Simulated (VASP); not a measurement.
Rh, 2 atoms in the cell. It takes space group P6_3/mmc (No. 194, hexagonal). Conventional cell: a = 2.692 Å, b = 2.692 Å, c = 4.397 Å, α = 90.00°, β = 90.00°, γ = 120.00°. Rh (site symmetry -6m2) has 12 Rh at 2.69 Å as nearest neighbours. This isn't the form of Rh at room conditions, which is fcc.

* Program: VASP 6.6.1
* Task: relaxation of cell and atoms
* Functional: PBEsol
* Potentials or basis: VASP PAW PBE potentials, release 64 (Rh_pv)
* Cutoff: 300 eV
* k mesh: 18 × 18 × 10
* Occupations: gaussian, width 0.1 eV
* Spin: no spin polarisation
* Further INCAR settings: ALGO = Normal; EDIFF = 1e-07; IBRION = 2; EDIFFG = -0.005; NSW = 90; ISIF = 3

Potentials or basis: VASP PAW PBE potentials, release 64 (Rh_pv).

Run with:

```bash
$ cat potpaw_PBE.64/Rh_pv/POTCAR > POTCAR
$ mpirun -np 1 vasp_std > vasp.out
```

Hardware: 1 thread of Intel(R) Xeon(R) 6975P-C (Granite Rapids), on a shared host.

Question: Estimate the wall time of this run.

Answer: Wall time 89 s on 1 thread of Intel(R) Xeon(R) 6975P-C (Granite Rapids) (shared host), peak memory 0.15 GiB. Counts: scf iterations 72, k points 222, ion steps 9.
